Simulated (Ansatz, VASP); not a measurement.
# NiO: VASP beside Ansatz

```
CELL_PARAMETERS angstrom
0.00000 2.11335 2.11335
2.11335 0.00000 2.11335
2.11335 2.11335 0.00000
ATOMIC_POSITIONS crystal
Ni 0.00000 0.00000 0.00000
O 0.50000 0.50000 0.50000
```

Alike in both runs: task single point; functional revPBE; k mesh 11 × 11 × 11; occupations fermi-dirac, width 0.05 eV; collinear spin.

|  | VASP | Ansatz |
| --- | --- | --- |
| version | VASP 6.6.1 | Ansatz 0.2.0 |
| potentials or method | VASP PAW PBE potentials, release 64 (Ni, O) | Ansatz PAW |
| plane-wave cutoff (eV) | 520 | 420 |
| valence electrons in the cell | 16 | 24 |

|  | VASP | Ansatz | Ansatz less VASP |
| --- | --- | --- | --- |
| gap on the k mesh at the Fermi level (eV) | none | none | - |
| pressure (GPa) | 3.6 | 3.8 | +0.24 |
| net moment per atom (μB) | 0.93 | 0.94 | +0.012 |
| size of the moment on the site where the two differ most (μB) | 0.29 | 0.31 | +0.021 |

Site moments also hang on the region over which each program counts them. A gap of «none» marks a metal or a gap that the smearing closes. The two sets of potentials don't hold the same shells in valence.

Caveats: a cell with one magnetic atom can't hold antiferromagnetic order, which such compounds often take; semilocal functionals often make such compounds metallic where correlation or magnetic order opens a gap, which also shifts bond lengths; the PAW data sets were made with another functional, which shifts forces and pressure a little (VASP); the pressure holds a Pulay correction of +0.7 GPa for the finite cutoff (Ansatz); the PAW data sets come from PBE, with cores solved anew for the run's functional, which leaves a small shift of forces and pressure (Ansatz).
